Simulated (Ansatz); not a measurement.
Molecular dynamics of MoS$_{2}$

input.yaml

```yaml
accuracy: low
crystal:
  lattice:
    - [-3.300222, -5.716152, 0.0]
    - [4.950333, -2.858076, 0.0]
    - [0.0, 0.0, 12.886582]
  atoms:
    - { symbol: Mo, position: [0.66406532, 0.18942552, 0.30649336] }
    - { symbol: Mo, position: [0.33401324, 0.81903837, 0.75030286] }
    - { symbol: S, position: [0.29293315, 0.54503454, 0.57494323] }
    - { symbol: S, position: [0.60034006, 0.7295632, 0.17997171] }
    - { symbol: S, position: [0.45402401, 0.46989453, 0.82053938] }
    - { symbol: S, position: [0.71803956, 0.53562452, 0.37823211] }
    - { symbol: Mo, position: [0.2646679, 0.75044595, 0.15435277] }
    - { symbol: Mo, position: [0.11000656, 0.31875775, 0.69075824] }
    - { symbol: S, position: [0.03787993, 0.95913833, 0.71394673] }
    - { symbol: S, position: [0.79345467, 0.04839445, 0.15405598] }
    - { symbol: S, position: [0.24594162, 0.64010563, 0.98600027] }
    - { symbol: S, position: [0.34048217, 0.1369142, 0.25406942] }
    - { symbol: Mo, position: [0.03227794, 0.34144024, 0.28896409] }
    - { symbol: Mo, position: [-0.25524873, 0.66053686, 0.75661364] }
    - { symbol: S, position: [-0.16913256, 0.37160309, 0.59422293] }
    - { symbol: S, position: [-0.09849505, 0.53630929, 0.14546975] }
    - { symbol: S, position: [0.00466239, 0.40191503, 0.84472713] }
    - { symbol: S, position: [0.22145884, 0.63810396, 0.37085263] }
    - { symbol: Mo, position: [0.89132087, 0.81273657, 0.28575021] }
    - { symbol: Mo, position: [0.66705111, 0.1535778, 0.76522789] }
    - { symbol: S, position: [0.53062044, 0.91383433, 0.61950551] }
    - { symbol: S, position: [1.24214812, -0.01620108, 0.01332298] }
    - { symbol: S, position: [0.77723623, 0.86281864, 0.91695706] }
    - { symbol: S, position: [0.88185006, 0.08939984, 0.43778297] }
basis:
  ecutwfc: 420.0
kpoints:
  mp_grid: { grid: [2, 2, 1] }
hamiltonian:
  xc: pbe
  pseudopotentials: { kind: paw, azcp: { folder: soft_1 } }
scf:
  occupations: { method: fermi_dirac, width: 0.36 }
  lower_state_search: "off"
md:
  timestep: 1.5
  n_steps: 300
  ensemble: nvt_langevin
  temperature: 2520.0
  initial_velocities: maxwell_boltzmann
  seed: 185458
  friction: 0.01
```

Command:

```bash
$ ansatz run input.yaml --threads 2 --pin off --max-ram 5120MiB --backend cpu --events-out ev --progress --plain --runs-dir out
```

It goes on from the last frame of an earlier run, with new velocities.

Output, in part (step lines):

```
md step     0: t =     0.00 fs  T =  2415.0 K  F+E_penalty+E_count = -54084.27674677 eV  E_kin = 7.491910 eV  (11 SCF iters)
md step     1: t =     1.50 fs  T =  2356.0 K  F+E_penalty+E_count = -54084.09964402 eV  E_kin = 7.308934 eV  (8 SCF iters)
md step     2: t =     3.00 fs  T =  2311.2 K  F+E_penalty+E_count = -54083.89166531 eV  E_kin = 7.169762 eV  (8 SCF iters)
md step     3: t =     4.50 fs  T =  2390.4 K  F+E_penalty+E_count = -54083.65680262 eV  E_kin = 7.415678 eV  (8 SCF iters)
md step     4: t =     6.00 fs  T =  2267.1 K  F+E_penalty+E_count = -54083.43288427 eV  E_kin = 7.033083 eV  (8 SCF iters)
md step     5: t =     7.50 fs  T =  2266.1 K  F+E_penalty+E_count = -54083.28505165 eV  E_kin = 7.030090 eV  (6 SCF iters)
md step     6: t =     9.00 fs  T =  2332.3 K  F+E_penalty+E_count = -54083.26319403 eV  E_kin = 7.235282 eV  (6 SCF iters)
md step     7: t =    10.50 fs  T =  2320.1 K  F+E_penalty+E_count = -54083.38199059 eV  E_kin = 7.197551 eV  (6 SCF iters)
[... lines left out ...]
md step   300: t =   450.00 fs  T =  2235.5 K  F+E_penalty+E_count = -54084.08062408 eV  E_kin = 6.935009 eV  (8 SCF iters)
```

The steps, from the saved trajectory:

| time (fs) | T (K) | potential energy less start (eV) |
| --- | --- | --- |
| 0 | 2415 | 0.000 |
| 15 | 2501 | 0.136 |
| 30 | 2422 | 0.426 |
| 45 | 1871 | 1.529 |
| 60 | 2266 | 2.475 |
| 75 | 2608 | 1.542 |
| 90 | 3206 | 0.886 |
| 105 | 2734 | 1.338 |
| 120 | 2861 | 0.924 |
| 135 | 2996 | 1.259 |
| 150 | 3174 | 0.117 |
| 165 | 3112 | -0.691 |
| 180 | 2438 | 0.319 |
| 195 | 1823 | 1.863 |
| 210 | 1994 | 1.783 |
| 225 | 2036 | 1.957 |
| 240 | 2092 | 1.620 |
| 255 | 1447 | 2.517 |
| 270 | 1953 | 2.463 |
| 285 | 2115 | 2.603 |
| 300 | 1982 | 2.520 |
| 315 | 2226 | 1.752 |
| 330 | 2616 | 0.828 |
| 345 | 2309 | 0.300 |
| 360 | 2640 | -0.217 |
| 375 | 2948 | -0.157 |
| 390 | 2733 | -0.769 |
| 405 | 2256 | 0.332 |
| 420 | 1979 | 0.167 |
| 435 | 2305 | 0.000 |
| 450 | 2235 | 0.196 |

All steps were run. The mean temperature of the second half is 12 % below the set value. A run of 0.45 ps of so small a system gives no equilibrium averages. Limits of this set-up: coarse k mesh, low accuracy level.

Mean squared displacements from the first frame to the last, about the centre of mass: Mo 0.46 Å², S 0.77 Å².

Last frame:

```xyz
24
Lattice="-3.3002 -5.7162 0.0000 4.9503 -2.8581 0.0000 0.0000 0.0000 12.8866" Properties=species:S:1:pos:R:3
Mo -0.804 -4.475 4.291
Mo 3.196 -3.875 9.699
S 1.583 -3.678 8.092
S 1.004 -5.593 2.549
S 1.257 -4.488 11.062
S 0.782 -5.318 5.606
Mo 2.625 -3.734 3.233
Mo 1.072 -1.514 9.015
S 4.642 -2.433 8.156
S -1.669 -5.113 2.232
S 2.073 -3.740 13.634
S -0.622 -1.990 3.845
Mo 1.757 -1.385 3.478
Mo 4.479 -0.947 9.835
S 3.183 -0.253 8.127
S 3.251 -1.979 1.406
S 2.167 -0.707 11.068
S 2.188 -2.716 5.168
Mo 1.421 -7.769 3.749
Mo -1.127 -3.877 11.224
S 3.790 -6.147 9.136
S -3.957 -7.551 -0.785
S 1.945 -7.547 11.881
S -1.945 -5.887 5.450
```

Time of the run: 39 min on 2 threads of Arm Neoverse V1, on a shared host, peak memory 1.2 GiB.
